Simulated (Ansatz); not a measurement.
A plane-wave DFT run in Ansatz 0.2.0 (scalar-relativistic PAW potentials unless the input names others): input and command.

```yaml
crystal:
  lattice:
    - [4.0529671209, 0.0, 0.0]
    - [0.0, 4.0529671209, 0.0]
    - [-2.0264835605, 0.0, 2.1437015027]
  atoms:
    - { symbol: Au, position: [0.0, 0.0, 0.0] }
    - { symbol: Au, position: [0.5, 0.5, 0.0] }
basis:
  ecutwfc: 420
kpoints:
  mp_grid: { grid: [11, 11, 20] }
hamiltonian:
  xc: pbe
scf:
  occupations: { method: gaussian, width: 0.1 }
  n_extra_bands: 16
output:
  forces: true
  eigenvalues: true
  stress: true
relax:
  adjacent_minimum: "off"
  f_tol: 0.01
  max_steps: 50
  cell: { fix: [a, b, gamma], stress_tol: 0.1 }
```

```bash
ansatz run input.yaml --threads 4 --pin off --max-ram 8192MiB --backend cpu --events-out ev --progress --plain --runs-dir out
```

Abridged log:
```
Warning: crystal.symmetry: narrowed to the stabiliser of the k-point mesh — unitary ops 16 → 8; excluded 8 operations that carry a point of the 11×11×20 mesh (shift [0, 0, 0]) off the mesh (the run samples exactly the mesh kpoints.mp_grid names, as under crystal.symmetry.detect: false, and its converged state has the mesh's symmetry, not the crystal's; ε∞, the Born charges and the force constants of a linear response (`dielectric:` by the response, `phonons.method: dfpt`) are averaged over those of the crystal's operations that the state keeps within a tolerance, where `mesh_tensors`, `unavera ...
Basis set: ecut = 420 eV, 685 PW (Γ), exchange–correlation on 60×60×40 points (8 copies of the dense FFT grid, shifted against one another)
Bands: 35, of which v1, the nominal top of the filled ones, is band 19 counted from 1 (18 counted from 0)
Symmetry: 8 space group operations
k-points: 666 of 2420
SCF iter   1: F=—  HF=-26298.643582 eV  |F-HF|=—  |Δ(HF+E_count)|=         —  Δρ=1.50e-3  dr2=1.37e-4  ethr=1.77e-3  ⟨swp⟩=5.0  Hψ=93731  notcnv=0  defer=3524
SCF iter   2: F=—  HF=-26298.644406 eV  |F-HF|=—  |Δ(HF+E_count)|=   8.24e-4  Δρ=8.60e-4  dr2=5.41e-5  ethr=3.60e-7  ⟨swp⟩=2.8  Hψ=43898  notcnv=0  defer=4019
SCF iter   3: F=—  HF=-26298.644582 eV  |F-HF|=—  |Δ(HF+E_count)|=   1.77e-4  Δρ=8.29e-5  dr2=1.12e-6  ethr=1.42e-7  ⟨swp⟩=2.0  Hψ=24541  notcnv=0  defer=4019
SCF iter   4: F=—  HF=-26298.644583 eV  |F-HF|=—  |Δ(HF+E_count)|=   8.86e-7  Δρ=2.41e-5  dr2=1.58e-7  ethr=2.94e-9  ⟨swp⟩=2.4  Hψ=25336  notcnv=0  defer=4019
SCF iter   5: F=-26298.644583 eV  HF=-26298.644583 eV  |F-HF|=4.07e-9  |Δ(HF+E_count)|=   3.86e-9  Δρ=7.08e-6  dr2=1.39e-8  ethr=4.16e-10  ⟨swp⟩=2.0  Hψ=29836  notcnv=0  defer=4019
SCF iter   6: F=-26298.644583 eV  HF=-26298.644583 eV  |F-HF|=4.07e-10  |Δ(HF+E_count)|=   4.25e-9  Δρ=2.00e-6  dr2=8.11e-10  ethr=3.66e-11  ⟨swp⟩=8.6  Hψ=114304  notcnv=0
SCF 1 converged in 6 iterations: F = -26298.644583 eV  dr2 = 8.11e-10
relax step   1: F+E_penalty+E_count = -26298.64458333 eV  Δ(F+E_penalty+E_count) = +0.000e0 eV  max|allowed force component| = 4.418e-29 eV/Å  Δτ_max = 0.0000 Å  P = +3.146 GPa  Ω = 35.214 Å³  fix = [a, b, gamma]  reactions: a +3.732, b +3.855 GPa (6 SCF iters, dr2 threshold 1.00e-7 eV, accepted)
Crystal: 2 atoms, lattice volume = 35.869 Å³
Basis set: ecut = 420 eV, 701 PW (Γ), exchange–correlation on 60×60×40 points (8 copies of the dense FFT grid, shifted against one another)
Initial density: handed on by an earlier stage of this run
Initial wavefunctions: those handed on with the density
SCF iter   1: F=—  HF=-26298.645774 eV  |F-HF|=—  |Δ(HF+E_count)|=         —  Δρ=1.66e-3  dr2=6.86e-4  ethr=1.09e-6  ⟨swp⟩=2.2  Hψ=126364  notcnv=0
SCF iter   2: F=—  HF=-26298.645642 eV  |F-HF|=—  |Δ(HF+E_count)|=   1.33e-4  Δρ=9.23e-4  dr2=1.88e-4  ethr=1.09e-6  ⟨swp⟩=1.0  Hψ=23310  notcnv=0
   ...
SCF iter   2: F=—  HF=-26298.646668 eV  |F-HF|=—  |Δ(HF+E_count)|=   2.24e-5  Δρ=3.52e-4  dr2=2.66e-5  ethr=2.66e-7  ⟨swp⟩=1.0  Hψ=23310  notcnv=0
SCF iter   3: F=—  HF=-26298.646662 eV  |F-HF|=—  |Δ(HF+E_count)|=   5.43e-6  Δρ=5.83e-5  dr2=6.36e-7  ethr=7.01e-8  ⟨swp⟩=1.9  Hψ=29658  notcnv=0
SCF iter   4: F=-26298.646662 eV  HF=-26298.646662 eV  |F-HF|=1.30e-8  |Δ(HF+E_count)|=   2.04e-7  Δρ=1.11e-5  dr2=2.07e-8  ethr=5.26e-10  ⟨swp⟩=6.4  Hψ=89840  notcnv=0
the search or the solves at the SCF's close seem to have found levels that the self-consistency loop had missed (the run counts 1). By its estimate they hold under 1e-12 electrons; where the run keeps them, the occupations were computed again with them
SCF 3 converged in 4 iterations: F = -26298.646662 eV  dr2 = 2.07e-8
relax step   3: F+E_penalty+E_count = -26298.64666243 eV  Δ(F+E_penalty+E_count) = -1.057e-3 eV  max|allowed force component| = 3.155e-30 eV/Å  Δτ_max = 0.0000 Å  P = +1.460 GPa  Ω = 35.616 Å³  energy of the carried Pulay correction = -1.356e-4 eV  fix = [a, b, gamma]  reactions: a +2.096, b +2.345 GPa (4 SCF iters, dr2 threshold 2.00e-7 eV, accepted)
Initial wavefunctions: pseudopotential atomic-orbital guess (no wavefunctions were taken with the density)
SCF iter   1: F=—  HF=-26298.646758 eV  |F-HF|=—  |Δ(HF+E_count)|=         —  Δρ=1.72e-4  dr2=2.93e-7  ethr=8.76e-10  ⟨swp⟩=4.2  Hψ=178890  notcnv=0
SCF iter   2: F=—  HF=-26298.646783 eV  |F-HF|=—  |Δ(HF+E_count)|=   2.47e-5  Δρ=8.80e-5  dr2=8.04e-8  ethr=7.71e-10  ⟨swp⟩=1.0  Hψ=23404  notcnv=0  defer=1
SCF iter   3: F=—  HF=-26298.646793 eV  |F-HF|=—  |Δ(HF+E_count)|=   9.91e-6  Δρ=1.98e-6  dr2=1.00e-9  ethr=2.11e-10  ⟨swp⟩=1.0  Hψ=23276  notcnv=0  defer=1
SCF iter   4: F=—  HF=-26298.646793 eV  |F-HF|=—  |Δ(HF+E_count)|=  2.15e-10  Δρ=8.17e-7  dr2=1.61e-10  ethr=1.00e-12  ⟨swp⟩=6.7  Hψ=82605  notcnv=0
SCF iter   5: F=-26298.646793 eV  HF=-26298.646793 eV  |F-HF|=7.28e-12  |Δ(HF+E_count)|=  2.33e-10  Δρ=1.28e-7  dr2=4.75e-12  ethr=1.00e-12  ⟨swp⟩=4.0  Hψ=58098  notcnv=0
SCF 4 converged in 5 iterations: F = -26298.646793 eV  dr2 = 4.75e-12
SCF converged after 5 iterations
Free energy (F): -26298.646793 eV
Harris-Foulkes:  -26298.646793 eV  (|F-HF|=7.28e-12)
Internal energy: -26298.644116 eV  (E = F + TS)
E sigma→0 (E₀):  -26298.645454 eV
Entropy (-TS):   -0.002677 eV (-1.339 meV/atom)
Fermi energy:    19.474276 eV
--- Forces (eV/Å), atoms counted from 1 ---
  atom   1  Au     0.00000000     0.00000000     0.00000000
  atom   2  Au     0.00000000     0.00000000     0.00000000
--- Stress (GPa, compression-positive) ---
        2.094375       0.000000      -0.006825
        0.000000       2.343218       0.000000
       -0.006825       0.000000      -0.065575
  P = ⅓ Tr σ = 1.4573 GPa (14.573 kbar)
--- Relaxed structure (3 steps of the walk, 3 accepted, 1 SCFs on fresh bases) ---
  F+E_penalty+E_count = -26298.64679295 eV   max|allowed force component| = 1.578e-30 eV/Å   (the final SCF, on the basis selected at the relaxed cell)
  cell:  # Å, volume = 35.6164 Å³
    - [4.05296685, 0.0, -0.00147737]
    - [0.0, 4.0529671209, 0.0]
    - [-2.02726483, 0.0, 2.16896143]
  atoms:
    - { symbol: Au, position: [0.0, 0.0, 0.0] }
    - { symbol: Au, position: [0.5, 0.49999999, 0.0] }
```

Apart from outputs, the input differs from a reference run on usual settings in kpoints.mp_grid.grid: [9, 9, 16] → [11, 11, 20]; scf.n_extra_bands: not typed → 16. The reference, at the same start, ended its own course with a relaxed volume of 17.80 Å³/atom, pressure 1.33 GPa, largest force 0.000 eV/Å, no gap on the mesh. This run converged in 19 SCF iterations over all its steps (reference: 20) with an energy at zero smearing 0.79 meV/atom below the reference's, a relaxed volume of 17.81 Å³/atom, pressure 1.46 GPa, largest force 0.000 eV/Å, no gap on the mesh.

It took 61 s on 4 threads of Arm Neoverse N1, with other jobs on the host, peak memory 0.85 GiB.